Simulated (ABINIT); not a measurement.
Si:

```
Si
1.0
     0.00000    2.72185    2.72185
     2.72185    0.00000    2.72185
     2.72185    2.72185    0.00000
Si
2
Cartesian
  2.7219 2.7219 2.7219
  4.0828 4.0828 4.0828
```

Base run:

```yaml
Program: ABINIT 10.8.3 (patched build)
Functional: HSE06
Potentials_or_basis: PseudoDojo NC SR PBE v0.4.1 standard
Cutoff: 381 eV
k_mesh: 6 × 6 × 6
Occupations: fixed
Spin: no spin polarisation
```

Its results: band gap on the k mesh 1.33 eV, indirect (least direct gap 3.31 eV); pressure 0.1 GPa.

Q: The run is repeated on the same cell with these changes: functional from HSE06 to PBE. What comes out?

A: Band gap on the k mesh 0.72 eV, indirect (least direct gap 2.55 eV); pressure 1.3 GPa.

HSE06 gives the wider gap, since exact exchange removes part of the self-interaction.

Caveats: Libxc's HSE differs a little from that of other programs (some runs); the potentials were made for another functional, which shifts forces and pressure (some runs).

A k mesh can miss the band edges.
